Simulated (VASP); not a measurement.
AlN, 2 atoms in the cell. Symmetry: Pm-3m, No. 221, cubic system. Conventional cell: a = 2.585 Å, b = 2.585 Å, c = 2.585 Å, α = 90.00°, β = 90.00°, γ = 90.00°. Around Al (site symmetry m-3m) lie 8 N at 2.24 Å. Around N (site symmetry m-3m) lie 8 Al at 2.24 Å. The cell was built by a generator and needn't be a form met in nature.

* Program: VASP 6.6.1
* Task: single point
* Functional: PBEsol
* Potentials or basis: VASP PAW PBE potentials, release 64 (Al, N)
* Cutoff: 520 eV
* k mesh: 6 × 6 × 6
* Occupations: methfessel-paxton, width 0.5 eV
* Spin: no spin polarisation
* Dipole correction: no
* Further INCAR settings: ALGO = Fast; EDIFF = 1e-06; NBANDS = 11

Potentials or basis: VASP PAW PBE potentials, release 64 (Al, N).

Run with:

```console
$ cat potpaw_PBE.64/Al/POTCAR potpaw_PBE.64/N/POTCAR > POTCAR
$ mpirun -np 1 vasp_std > vasp.out
```

Hardware: 1 thread of Intel(R) Xeon(R) Platinum 8488C (Sapphire Rapids) (shared host).

Q: Estimate the wall time of this run.

A: It took 4.9 s on 1 thread of Intel(R) Xeon(R) Platinum 8488C (Sapphire Rapids) (shared host), peak memory 0.11 GiB. Counts: scf iterations 14, k points 20.
